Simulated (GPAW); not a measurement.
Sr:

```
CELL_PARAMETERS angstrom
0.00000 3.04235 3.04235
3.04235 0.00000 3.04235
3.04235 3.04235 0.00000
ATOMIC_POSITIONS crystal
Sr 0.00000 0.00000 0.00000
```

* Program: GPAW 26.7.0
* Task: relaxation of cell and atoms
* Functional: PBEsol
* Potentials or basis: PAW data sets generated in the run's folder for this functional
* Cutoff: 600 eV
* Basis: pw
* k mesh: 8 × 8 × 8
* Occupations: fermi-dirac, width 0.05 eV
* Spin: no spin polarisation

At the start: pressure -0.9 GPa; volume 56.32 Å³/atom.

How do energy, volume and symmetry change on relaxing?

Over 3 steps the energy falls by 12.4 meV/atom and the volume is 51.89 Å³/atom (-7.9 %); space group Fm-3m (No. 225, to 0.05 Å).

The path:
| step | energy change (eV) | largest force (eV/Å) | pressure (GPa) | volume (Å³) |
| --- | --- | --- | --- | --- |
| 1 | 0.0000 | 0.0000 | -0.85 | 56.32 |
| 2 | -0.0036 | 0.0000 | -0.73 | 55.60 |
| 3 | -0.0124 | 0.0000 | 0.05 | 51.89 |

Final structure:
```
Sr
1.0
     0.00000    2.96033    2.96033
     2.96033    0.00000    2.96033
     2.96033    2.96033    0.00000
Sr
1
Direct
  0.00000 0.00000 0.00000
```

Caveat: later steps reuse the first step's grids.
